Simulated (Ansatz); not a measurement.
Born–Oppenheimer molecular dynamics of a periodic cell of 15 atoms, Al12H2O (surface Al(111), adsorbate H2O, incident energy 1.5 eV, 0° from the normal). It starts from an unrelaxed structure (largest force component 0.65 eV/Å).

These are results of Ansatz 0.2.0, DFT PBE-D3(BJ), scalar-relativistic, plane waves, PAW, not measurements. Settings: accuracy low, PAW set soft_1, cutoff 420 eV, k mesh 3x3x1, fermi-dirac smearing 0.15 eV, no spin polarisation.

```json
{
  "ensemble": "NVE (velocity Verlet)",
  "time step": "0.75 fs",
  "steps asked": "500",
  "starting velocities": "zero, but for any typed in the input",
  "atoms held": "1 to 4",
  "seed": "947197"
}
```

Frames 0.75 fs apart, positions in Å, forces in eV/Å.

Velocities at 187.5 fs (Å/ps):

```
Al 0.00 0.00 0.00
Al 0.00 0.00 0.00
Al 0.00 0.00 0.00
Al 0.00 0.00 0.00
Al -0.23 1.78 1.52
Al -1.45 2.17 4.01
Al 0.71 -1.65 0.78
Al -0.24 -3.14 7.61
Al -1.98 0.69 5.40
Al 3.26 4.76 6.61
Al 0.82 -1.09 9.78
Al -1.75 -5.11 11.03
O 0.42 -3.90 20.46
H 11.03 -19.31 12.21
H 27.90 26.84 49.93
```

```xyz
15
Lattice="5.7276 0.0000 0.0000 2.8638 4.9602 0.0000 0.0000 0.0000 18.6765" Properties=species:S:1:pos:R:3:forces:R:3 time_fs=187.5 energy_less_start_eV=0.256 T=875
Al 1.432 0.827 1.000 0.05 0.10 -0.18
Al 4.296 0.827 1.000 -0.09 0.01 -0.16
Al 2.864 3.307 1.000 -0.07 -0.06 -0.07
Al 5.728 3.307 1.000 0.01 0.07 -0.23
Al -0.067 1.689 3.229 0.26 0.09 -0.02
Al 2.891 1.636 3.422 -0.40 0.16 -0.73
Al 1.399 4.204 3.303 -0.03 -0.27 -0.31
Al 4.249 4.188 3.160 0.13 -0.13 0.47
Al 0.029 0.019 5.470 -0.09 -0.04 0.40
Al 2.843 -0.007 5.620 -0.04 0.17 0.05
Al 1.295 2.551 5.451 0.40 -0.19 0.52
Al 4.278 2.474 5.527 -0.13 0.09 0.36
O 5.095 3.374 9.433 -0.09 0.12 -0.89
H 4.732 3.726 8.586 0.07 -0.10 0.56
H 5.823 2.819 9.101 0.01 -0.02 0.24
15
Lattice="5.7276 0.0000 0.0000 2.8638 4.9602 0.0000 0.0000 0.0000 18.6765" Properties=species:S:1:pos:R:3:forces:R:3 time_fs=188.2 energy_less_start_eV=0.243 T=884
Al 1.432 0.827 1.000 0.05 0.09 -0.17
Al 4.296 0.827 1.000 -0.09 0.01 -0.16
Al 2.864 3.307 1.000 -0.06 -0.06 -0.07
Al 5.728 3.307 1.000 0.01 0.07 -0.22
Al -0.067 1.690 3.231 0.26 0.08 -0.01
Al 2.890 1.637 3.425 -0.39 0.15 -0.73
Al 1.400 4.203 3.303 -0.03 -0.27 -0.29
Al 4.249 4.186 3.165 0.13 -0.11 0.45
Al 0.028 0.020 5.474 -0.08 -0.04 0.39
Al 2.846 -0.004 5.625 -0.05 0.15 0.04
Al 1.296 2.550 5.458 0.39 -0.18 0.50
Al 4.277 2.470 5.535 -0.12 0.10 0.35
O 5.095 3.372 9.448 -0.20 0.19 -0.68
H 4.740 3.711 8.597 0.03 -0.06 0.44
H 5.844 2.839 9.139 0.17 -0.13 0.15
15
Lattice="5.7276 0.0000 0.0000 2.8638 4.9602 0.0000 0.0000 0.0000 18.6765" Properties=species:S:1:pos:R:3:forces:R:3 time_fs=189.0 energy_less_start_eV=0.230 T=893
Al 1.432 0.827 1.000 0.04 0.09 -0.15
Al 4.296 0.827 1.000 -0.09 0.01 -0.15
Al 2.864 3.307 1.000 -0.06 -0.06 -0.06
Al 5.728 3.307 1.000 0.01 0.07 -0.22
Al -0.067 1.692 3.232 0.25 0.07 0.01
Al 2.889 1.639 3.428 -0.39 0.14 -0.72
Al 1.400 4.202 3.304 -0.03 -0.26 -0.28
Al 4.249 4.184 3.171 0.13 -0.10 0.43
Al 0.026 0.021 5.478 -0.07 -0.05 0.38
Al 2.848 0.000 5.630 -0.06 0.13 0.03
Al 1.296 2.549 5.466 0.38 -0.17 0.48
Al 4.275 2.466 5.544 -0.11 0.12 0.33
O 5.096 3.369 9.463 -0.21 0.17 -0.42
H 4.749 3.696 8.610 -0.04 0.00 0.23
H 5.865 2.858 9.178 0.24 -0.17 0.10
15
Lattice="5.7276 0.0000 0.0000 2.8638 4.9602 0.0000 0.0000 0.0000 18.6765" Properties=species:S:1:pos:R:3:forces:R:3 time_fs=189.8 energy_less_start_eV=0.217 T=902
Al 1.432 0.827 1.000 0.04 0.08 -0.14
Al 4.296 0.827 1.000 -0.09 0.01 -0.15
Al 2.864 3.307 1.000 -0.06 -0.05 -0.05
Al 5.728 3.307 1.000 0.00 0.07 -0.21
Al -0.067 1.693 3.233 0.25 0.06 0.02
Al 2.888 1.641 3.431 -0.38 0.13 -0.71
Al 1.401 4.200 3.304 -0.04 -0.25 -0.26
Al 4.248 4.181 3.177 0.13 -0.08 0.41
Al 0.025 0.021 5.482 -0.07 -0.05 0.38
Al 2.851 0.003 5.635 -0.07 0.11 0.03
Al 1.297 2.549 5.473 0.38 -0.16 0.46
Al 4.274 2.462 5.552 -0.10 0.14 0.31
O 5.096 3.366 9.478 -0.09 0.05 -0.13
H 4.757 3.681 8.624 -0.11 0.08 -0.04
H 5.889 2.877 9.217 0.19 -0.13 0.09
15
Lattice="5.7276 0.0000 0.0000 2.8638 4.9602 0.0000 0.0000 0.0000 18.6765" Properties=species:S:1:pos:R:3:forces:R:3 time_fs=190.5 energy_less_start_eV=0.207 T=909
Al 1.432 0.827 1.000 0.04 0.07 -0.12
Al 4.296 0.827 1.000 -0.09 0.01 -0.14
Al 2.864 3.307 1.000 -0.05 -0.05 -0.05
Al 5.728 3.307 1.000 0.00 0.07 -0.20
Al -0.067 1.694 3.234 0.25 0.05 0.03
Al 2.886 1.642 3.433 -0.37 0.12 -0.71
Al 1.401 4.199 3.305 -0.04 -0.24 -0.24
Al 4.248 4.179 3.183 0.14 -0.07 0.39
Al 0.023 0.021 5.487 -0.06 -0.06 0.37
Al 2.853 0.007 5.640 -0.08 0.09 0.02
Al 1.298 2.547 5.481 0.37 -0.15 0.44
Al 4.272 2.458 5.561 -0.09 0.15 0.29
O 5.096 3.363 9.493 0.13 -0.12 0.13
H 4.765 3.667 8.638 -0.16 0.14 -0.30
H 5.913 2.895 9.257 0.03 -0.02 0.09
15
Lattice="5.7276 0.0000 0.0000 2.8638 4.9602 0.0000 0.0000 0.0000 18.6765" Properties=species:S:1:pos:R:3:forces:R:3 time_fs=191.2 energy_less_start_eV=0.200 T=914
Al 1.432 0.827 1.000 0.04 0.07 -0.11
Al 4.296 0.827 1.000 -0.09 0.01 -0.14
Al 2.864 3.307 1.000 -0.05 -0.05 -0.04
Al 5.728 3.307 1.000 0.00 0.07 -0.20
Al -0.067 1.696 3.235 0.25 0.04 0.05
Al 2.885 1.644 3.436 -0.36 0.11 -0.70
Al 1.402 4.197 3.305 -0.04 -0.23 -0.23
Al 4.248 4.176 3.189 0.14 -0.06 0.37
Al 0.021 0.022 5.491 -0.05 -0.06 0.36
Al 2.855 0.011 5.645 -0.09 0.07 0.01
Al 1.299 2.547 5.489 0.36 -0.14 0.42
Al 4.271 2.455 5.569 -0.09 0.17 0.28
O 5.096 3.360 9.508 0.37 -0.27 0.30
H 4.772 3.653 8.651 -0.17 0.16 -0.48
H 5.937 2.913 9.297 -0.21 0.12 0.09
15
Lattice="5.7276 0.0000 0.0000 2.8638 4.9602 0.0000 0.0000 0.0000 18.6765" Properties=species:S:1:pos:R:3:forces:R:3 time_fs=192.0 energy_less_start_eV=0.193 T=919
Al 1.432 0.827 1.000 0.04 0.06 -0.09
Al 4.296 0.827 1.000 -0.09 0.01 -0.13
Al 2.864 3.307 1.000 -0.04 -0.05 -0.04
Al 5.728 3.307 1.000 -0.01 0.07 -0.19
Al -0.067 1.697 3.236 0.25 0.03 0.06
Al 2.883 1.646 3.438 -0.36 0.10 -0.69
Al 1.402 4.196 3.305 -0.05 -0.22 -0.21
Al 4.248 4.174 3.195 0.14 -0.04 0.35
Al 0.020 0.022 5.495 -0.04 -0.07 0.35
Al 2.858 0.014 5.650 -0.11 0.05 0.00
Al 1.300 2.546 5.497 0.35 -0.14 0.40
Al 4.270 2.451 5.578 -0.08 0.19 0.26
O 5.096 3.357 9.523 0.56 -0.37 0.36
H 4.778 3.640 8.661 -0.11 0.13 -0.51
H 5.960 2.931 9.338 -0.45 0.24 0.07
15
Lattice="5.7276 0.0000 0.0000 2.8638 4.9602 0.0000 0.0000 0.0000 18.6765" Properties=species:S:1:pos:R:3:forces:R:3 time_fs=192.8 energy_less_start_eV=0.187 T=923
Al 1.432 0.827 1.000 0.04 0.05 -0.08
Al 4.296 0.827 1.000 -0.09 0.01 -0.13
Al 2.864 3.307 1.000 -0.04 -0.05 -0.03
Al 5.728 3.307 1.000 -0.01 0.07 -0.18
Al -0.067 1.698 3.237 0.24 0.02 0.08
Al 2.882 1.648 3.440 -0.35 0.09 -0.68
Al 1.403 4.194 3.306 -0.05 -0.21 -0.19
Al 4.248 4.171 3.202 0.14 -0.03 0.34
Al 0.018 0.023 5.500 -0.03 -0.07 0.34
Al 2.860 0.018 5.655 -0.12 0.03 0.00
Al 1.301 2.545 5.505 0.34 -0.13 0.38
Al 4.268 2.447 5.587 -0.07 0.20 0.24
O 5.097 3.354 9.538 0.64 -0.37 0.28
H 4.784 3.627 8.668 0.00 0.06 -0.39
H 5.981 2.950 9.380 -0.64 0.31 0.03
15
Lattice="5.7276 0.0000 0.0000 2.8638 4.9602 0.0000 0.0000 0.0000 18.6765" Properties=species:S:1:pos:R:3:forces:R:3 time_fs=193.5 energy_less_start_eV=0.181 T=928
Al 1.432 0.827 1.000 0.04 0.05 -0.07
Al 4.296 0.827 1.000 -0.09 0.01 -0.12
Al 2.864 3.307 1.000 -0.03 -0.04 -0.03
Al 5.728 3.307 1.000 -0.01 0.07 -0.18
Al -0.067 1.700 3.239 0.24 0.01 0.09
Al 2.880 1.650 3.442 -0.34 0.08 -0.66
Al 1.403 4.193 3.306 -0.05 -0.19 -0.18
Al 4.248 4.169 3.208 0.14 -0.01 0.32
Al 0.017 0.023 5.505 -0.02 -0.08 0.34
Al 2.862 0.022 5.660 -0.13 0.01 -0.01
Al 1.302 2.543 5.513 0.33 -0.12 0.36
Al 4.267 2.444 5.595 -0.06 0.22 0.22
O 5.098 3.351 9.553 0.58 -0.30 0.12
H 4.789 3.615 8.672 0.14 -0.03 -0.17
H 5.998 2.972 9.421 -0.72 0.33 -0.04
15
Lattice="5.7276 0.0000 0.0000 2.8638 4.9602 0.0000 0.0000 0.0000 18.6765" Properties=species:S:1:pos:R:3:forces:R:3 time_fs=194.2 energy_less_start_eV=0.174 T=932
Al 1.432 0.827 1.000 0.04 0.04 -0.06
Al 4.296 0.827 1.000 -0.09 0.02 -0.12
Al 2.864 3.307 1.000 -0.03 -0.04 -0.02
Al 5.728 3.307 1.000 -0.01 0.07 -0.17
Al -0.067 1.701 3.240 0.24 0.00 0.10
Al 2.878 1.651 3.444 -0.33 0.07 -0.65
Al 1.404 4.191 3.306 -0.06 -0.18 -0.16
Al 4.248 4.167 3.214 0.14 0.00 0.30
Al 0.015 0.024 5.509 -0.01 -0.09 0.33
Al 2.865 0.025 5.665 -0.14 -0.01 -0.02
Al 1.304 2.542 5.521 0.31 -0.11 0.34
Al 4.265 2.440 5.604 -0.06 0.24 0.20
O 5.098 3.348 9.568 0.40 -0.18 -0.07
H 4.796 3.603 8.677 0.28 -0.12 0.09
H 6.012 2.995 9.463 -0.69 0.30 -0.11
15
Lattice="5.7276 0.0000 0.0000 2.8638 4.9602 0.0000 0.0000 0.0000 18.6765" Properties=species:S:1:pos:R:3:forces:R:3 time_fs=195.0 energy_less_start_eV=0.169 T=936
Al 1.432 0.827 1.000 0.03 0.04 -0.05
Al 4.296 0.827 1.000 -0.09 0.02 -0.11
Al 2.864 3.307 1.000 -0.03 -0.04 -0.02
Al 5.728 3.307 1.000 -0.02 0.07 -0.17
Al -0.066 1.703 3.241 0.23 -0.01 0.12
Al 2.877 1.653 3.445 -0.32 0.05 -0.64
Al 1.404 4.189 3.306 -0.06 -0.17 -0.14
Al 4.248 4.164 3.221 0.14 0.01 0.28
Al 0.014 0.024 5.514 0.00 -0.09 0.32
Al 2.867 0.029 5.670 -0.15 -0.04 -0.03
Al 1.305 2.541 5.529 0.30 -0.10 0.33
Al 4.264 2.437 5.613 -0.05 0.26 0.18
O 5.099 3.345 9.583 0.14 -0.04 -0.22
H 4.803 3.590 8.681 0.39 -0.18 0.32
H 6.021 3.019 9.503 -0.53 0.23 -0.18
15
Lattice="5.7276 0.0000 0.0000 2.8638 4.9602 0.0000 0.0000 0.0000 18.6765" Properties=species:S:1:pos:R:3:forces:R:3 time_fs=195.8 energy_less_start_eV=0.163 T=940
Al 1.432 0.827 1.000 0.03 0.03 -0.04
Al 4.296 0.827 1.000 -0.08 0.02 -0.11
Al 2.864 3.307 1.000 -0.02 -0.04 -0.01
Al 5.728 3.307 1.000 -0.02 0.07 -0.16
Al -0.066 1.704 3.242 0.23 -0.02 0.13
Al 2.875 1.655 3.447 -0.31 0.04 -0.62
Al 1.405 4.188 3.306 -0.06 -0.16 -0.12
Al 4.249 4.162 3.227 0.14 0.02 0.27
Al 0.012 0.025 5.519 0.01 -0.10 0.31
Al 2.869 0.033 5.675 -0.16 -0.06 -0.03
Al 1.306 2.540 5.537 0.29 -0.10 0.31
Al 4.262 2.433 5.622 -0.04 0.27 0.16
O 5.101 3.341 9.598 -0.16 0.08 -0.31
H 4.813 3.576 8.687 0.45 -0.21 0.45
H 6.028 3.045 9.543 -0.30 0.14 -0.23
```

Of the whole run (375 fs, mean temperature of the second half 671 K): The conserved energy stayed within 0.044 meV per atom of its start (net change -0.016 meV per atom), so the integration is sound. A run of 0.38 ps of so small a system gives no equilibrium averages. Limits of this set-up: coarse k mesh, thin slab, slab without dipole correction, low accuracy level.

Time of the run: 19 min on 1 thread of AMD EPYC 9R45 96-Core Processor (Zen 5), with other jobs on the host, peak memory 0.74 GiB.
